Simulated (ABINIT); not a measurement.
# Mo (Im-3m) in ABINIT: single point with PBE0

Aim: the single point of Mo with PBE0.

All numbers are computed with ABINIT 10.8.3 (patched build); they aren't measurements. Logs are shortened: lines on timing, memory, paths and dates and some standing lists are left out, and cuts for length are marked. The log counts tension as positive stress, the text compression.

## 1. The crystal as given

It takes space group Im-3m (No. 229, cubic). The conventional cell has a = 3.168 Å, b = 3.168 Å, c = 3.168 Å, α = 90.00°, β = 90.00°, γ = 90.00°. Around Mo (site symmetry m-3m) lie 8 Mo at 2.74 Å.

## 2. Single point, PBE0

File run.abi:

```
# Pseudopotentials
pp_dirpath "./"
pseudos "42_Mo_14_2.0_2.6_pbe_n_v1.0.psp8"

# Structure
acell 2.7432376088 2.7432376088 2.7432376088 Angstrom
rprim
    -0.5773502692     0.5773502692     0.5773502692
     0.5773502692    -0.5773502692     0.5773502692
     0.5773502692     0.5773502692    -0.5773502692
ntypat 1
znucl 42
natom 1
typat 1
xcart
     0.0000000000     0.0000000000     0.0000000000

# Plane-wave basis
ecut 22.0

# k points
kptopt 1
ngkpt 8 8 8
nshiftk 1
shiftk 0.0 0.0 0.0

# Exchange and correlation
ixc 41
fockdownsampling 2 2 2

# Bands and occupations
nband 11
occopt 3
tsmear 0.00183747

# SCF cycle
nstep 60
toldfe 1.0e-7

# Output
iomode 3
prtwf 0
prtden 0
prteig 0
prtebands 0
```

Potentials or basis: SPMS NC PBE v1.0.

Run with:

```sh
$ mpirun --bind-to none -np 4 abinit run.abi > log 2>&1
```

run.abo:

```text
.Version 10.8.3 of ABINIT
 Symmetries : space group Im -3 m (#229); Bravais cI (body-center cubic)
================================================================================
 Values of the parameters that define the memory need of the present run
     intxc =       0    ionmov =       0      iscf =       7    lmnmax =       6
     lnmax =       6     mgfft =      24  mpssoang =       3    mqgrid =    3001
     natom =       1  nloc_mem =       1    nspden =       1   nspinor =       1
    nsppol =       1      nsym =      48    n1xccc =    2501    ntypat =       1
    occopt =       3   xclevel =       2
       mpw =         543          nfft =       13824          nkpt =          29
================================================================================
================================================================================

--------------------------------------------------------------------------------
------------- Echo of variables that govern the present computation ------------
--------------------------------------------------------------------------------
 -outvars: echo values of preprocessed input variables --------
            acell      5.1839677789E+00  5.1839677789E+00  5.1839677789E+00 Bohr
              amu      9.59400000E+01
             ecut      2.20000000E+01 Hartree
 fockdownsampling           2       2       2
              ixc          41
                       outvar_i_n : Printing only first  50 k-points.
         kptrlatt        8    0    0      0    8    0      0    0    8
          kptrlen      4.14717422E+01
            natom           1
            nband          11
          nbandhf          11
            ngfft          24      24      24
             nkpt          29
           nkpthf          64
            nstep          60
             nsym          48
           ntypat           1
           occopt           3
        optforces           0
        optstress           0
           prtden           0
        prtebands           0
           prteig           0
            prtwf           0
            rprim     -5.7735026920E-01  5.7735026920E-01  5.7735026920E-01
                       5.7735026920E-01 -5.7735026920E-01  5.7735026920E-01
                       5.7735026920E-01  5.7735026920E-01 -5.7735026920E-01
          spgroup         229
           toldfe      1.00000000E-07 Hartree
           tsmear      1.83747000E-03 Hartree
            typat      1
          usefock           1
            znucl       42.00000

================================================================================

 chkinp: Checking input parameters for consistency.

================================================================================
== DATASET  1 ==================================================================

--- !DatasetInfo
iteration_state: {dtset: 1, }
dimensions: {natom: 1, nkpt: 29, mband: 11, nsppol: 1, nspinor: 1, nspden: 1, mpw: 543, }
cutoff_energies: {ecut:  22.0, pawecutdg:  -1.0, }
electrons: {nelect:   1.40000000E+01, charge:   0.00000000E+00, occopt:   3.00000000E+00, tsmear:   1.83747000E-03, }
meta: {optdriver: 0, ionmov: 0, optcell: 0, iscf: 7, paral_kgb: 0, }
...

 Exchange-correlation functional for the present dataset will be:
  PBE0 with alpha=0.25

 Real(R)+Recip(G) space primitive vectors, cartesian coordinates (Bohr,Bohr^-1):
 R(1)= -2.9929652  2.9929652  2.9929652  G(1)=  0.0000000  0.1670584  0.1670584
 R(2)=  2.9929652 -2.9929652  2.9929652  G(2)=  0.1670584  0.0000000  0.1670584
 R(3)=  2.9929652  2.9929652 -2.9929652  G(3)=  0.1670584  0.1670584  0.0000000
 Unit cell volume ucvol=  1.0724202E+02 bohr^3
 Angles (23,13,12)=  1.09471221E+02  1.09471221E+02  1.09471221E+02 degrees

 getcut: wavevector=  0.0000  0.0000  0.0000  ngfft=  24  24  24
         ecut(hartree)=     22.000   => boxcut(ratio)=   2.19267

--- Pseudopotential description ------------------------------------------------
- pspini: atom type   1  psp file is ./42_Mo_14_2.0_2.6_pbe_n_v1.0.psp8
    8   11    2    4       600   0.00000      pspcod,pspxc,lmax,lloc,mmax,r2well
    5.99000000000000    3.00000000000000    0.00000000000000   rchrg,fchrg,qchrg
     nproj     2     2     2
     extension_switch     1

   2.10793837E+02                                ecore*ucvol(ha*bohr**3)
--------------------------------------------------------------------------------

================================================================================

--- !BeginCycle
iteration_state: {dtset: 1, }
solver: {iscf: 7, nstep: 60, nline: 4, wfoptalg: 0, }
tolerances: {toldfe: 1.00E-07, }
...

     iter   Etot(hartree)      deltaE(h)  residm     vres2
 ETOT  1  -68.680576912814    -6.868E+01 6.527E-02 2.339E+02
 ETOT  2  -70.002461491403    -1.322E+00 2.997E-03 9.819E+01
 ETOT  3  -70.037020813357    -3.456E-02 1.276E-03 2.060E+01
 ETOT  4  -70.044497245569    -7.476E-03 4.285E-04 1.196E+00
 ETOT  5  -70.045714853087    -1.218E-03 1.058E-04 4.050E-01
 ETOT  6  -70.045954700207    -2.398E-04 1.251E-05 4.857E-02
 ETOT  7  -70.045886084633     6.862E-05 7.756E-06 1.433E-02
 ETOT  8  -70.045853372876     3.271E-05 1.583E-06 2.491E-05
 ETOT  9  -70.045829622334     2.375E-05 7.812E-07 2.888E-06
 ETOT 10  -70.045820647750     8.975E-06 5.011E-07 8.461E-06
 ETOT 11  -70.045816518384     4.129E-06 2.505E-07 5.133E-07
 ETOT 12  -70.045814167037     2.351E-06 1.512E-07 6.492E-07
 ETOT 13  -70.045813116646     1.050E-06 8.727E-08 1.317E-07
 ETOT 14  -70.045812624101     4.925E-07 5.374E-08 3.875E-09
 ETOT 15  -70.045812390181     2.339E-07 3.102E-08 1.715E-08
 ETOT 16  -70.045812278077     1.121E-07 1.953E-08 1.550E-09
 ETOT 17  -70.045812208881     6.920E-08 1.174E-08 1.183E-11
 ETOT 18  -70.045812174604     3.428E-08 7.340E-09 2.833E-11

 At SCF step   18, etot is converged :
  for the second time, diff in etot=  3.428E-08 < toldfe=  1.000E-07

--- !ResultsGS
iteration_state: {dtset: 1, }
comment   : Summary of ground state results
lattice_vectors:
- [ -2.9929652,   2.9929652,   2.9929652, ]
- [  2.9929652,  -2.9929652,   2.9929652, ]
- [  2.9929652,   2.9929652,  -2.9929652, ]
lattice_lengths: [   5.18397,    5.18397,    5.18397, ]
lattice_angles: [109.471, 109.471, 109.471, ] # degrees, (23, 13, 12)
lattice_volume:   1.0724202E+02
convergence: {deltae:  3.428E-08, res2:  2.833E-11, residm:  7.340E-09, diffor:  0.000E+00, }
etotal    :  -7.00458122E+01
entropy   :   0.00000000E+00
fermie    :   6.25071910E-01
cartesian_stress_tensor: null
pressure_GPa: null
xred      :
- [  0.0000E+00,   0.0000E+00,   0.0000E+00, Mo]
cartesian_forces: null
force_length_stats: {min: null, max: null, mean: null, }
...

 Integrated electronic density in atomic spheres:
 ------------------------------------------------
 Atom  Sphere_radius  Integrated_density
    1        2.00000         10.40829023
================================================================================

 ----iterations are completed or convergence reached----

 Mean square residual over all n,k,spin=   44.190E-12; max=  73.402E-10
 reduced coordinates (array xred) for    1 atoms
       0.000000000000      0.000000000000      0.000000000000

 cartesian coordinates (angstrom) at end:
    1      0.00000000000000     0.00000000000000     0.00000000000000
 length scales=  5.183967778922  5.183967778922  5.183967778922 bohr
              =  2.743237608800  2.743237608800  2.743237608800 angstroms
 Fermi (or HOMO) energy (hartree) =   0.62507   Average Vxc (hartree)=  -0.39052
 Eigenvalues (hartree) for nkpt=  29  k points:
 kpt#   1, nband= 11, wtk=  0.00195, kpt=  0.0000  0.0000  0.0000 (reduced coord)
  -1.79381   -0.75104   -0.75104   -0.75104    0.30983    0.55727    0.55727    0.55727
   0.73397    0.73397    1.22136
      occupation numbers for kpt#   1
   2.00000    2.00000    2.00000    2.00000    2.00000    2.00000    2.00000    2.00000
   0.00000    0.00000    0.00000
 prteigrs : prtvol=0 or 1, do not print more k-points.

--- !EnergyTerms
iteration_state     : {dtset: 1, }
comment             : Components of total free energy in Hartree
kinetic             :  2.09046808041935E+01
hartree             :  8.77352343121444E+00
xc                  : -8.38495561243290E+00
Ewald energy        : -5.95805255142181E+01
psp_core            :  1.96558992978191E+00
local_psp           : -4.33668677226324E+01
non_local_psp+x     :  9.64278812528321E+00
internal            : -7.00457665588105E+01
'-kT*entropy'       : -4.56157938605910E-05
total_energy        : -7.00458121746043E+01
...

--- !EnergyTermsDC
iteration_state     : {dtset: 1, }
comment             : '"Double-counting" decomposition of free energy'
band_energy         : -5.27837062945347E+00
Ewald energy        : -5.95805255142181E+01
psp_core            :  1.96558992978191E+00
xc_dc               : -7.15245951720408E+00
internal            : -7.00457657310938E+01
'-kT*entropy'       : -4.56157938605910E-05
total_energy_dc     : -7.00458113468876E+01
...

== END DATASET(S) ==============================================================
================================================================================

 -outvars: echo values of variables after computation  --------
            acell      5.1839677789E+00  5.1839677789E+00  5.1839677789E+00 Bohr
           etotal     -7.0045812175E+01
            fcart      9.9999999999E+99  9.9999999999E+99  9.9999999999E+99
            rprim     -5.7735026920E-01  5.7735026920E-01  5.7735026920E-01
                       5.7735026920E-01 -5.7735026920E-01  5.7735026920E-01
                       5.7735026920E-01  5.7735026920E-01 -5.7735026920E-01
           strten      9.9999999999E+99  9.9999999999E+99  9.9999999999E+99
                       9.9999999999E+99  9.9999999999E+99  9.9999999999E+99
 Calculation completed.
```

Wall time 5.7 min (4 MPI ranks of Arm Neoverse V1, shared host); peak memory 0.24 GiB.

Results:

* Free energy: -1906.0436 eV
* Band gap on the k mesh: none (metal or under the smearing width)
* Valence electrons inside the program's atomic spheres: Mo 10.41 (radii [1.0584] Å)

Caveat: the potentials were made for another functional, which shifts forces and pressure.
